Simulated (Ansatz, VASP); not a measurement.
## Ag in VASP and in Ansatz

```
CELL_PARAMETERS angstrom
-1.53193 1.53193 1.69319
1.53193 -1.53193 1.69319
1.53193 1.53193 -1.69319
ATOMIC_POSITIONS crystal
Ag 0.00000 0.00000 0.00000
```

Change from the starting cell: strain -0.050 along x and y, +0.050 along z, atoms carried along.

Alike in both runs: task single point; functional PBEsol; k mesh 26 × 26 × 26; occupations gaussian, width 0.15 eV; no spin polarisation.

|  | VASP | Ansatz |
| --- | --- | --- |
| version | VASP 6.6.1 | Ansatz 0.2.0 |
| potentials or method | VASP PAW PBE potentials, release 64 (Ag) | scalar-relativistic, plane waves, PAW |
| plane-wave cutoff (eV) | 520 | 420 |
| valence electrons in the cell | 11 | 19 |

Ansatz gave:

| Quantity | Value |
| --- | --- |
| gap on the k mesh at the Fermi level (eV) | none |
| pressure (GPa) | 7.2 |
| largest component of the traceless stress (GPa) | 1.19 |

Q: Estimate VASP's values.

A: gap on the k mesh at the Fermi level (eV): none; pressure (GPa): 7.0; largest component of the traceless stress (GPa): 1.18.

A gap of «none» marks a metal or a gap that the smearing closes. The functional is the same, so the differences come from potentials, cutoffs and numerics. The two sets of potentials don't hold the same shells in valence.

Caveats: the PAW data sets were made with another functional, which shifts forces and pressure a little (VASP).
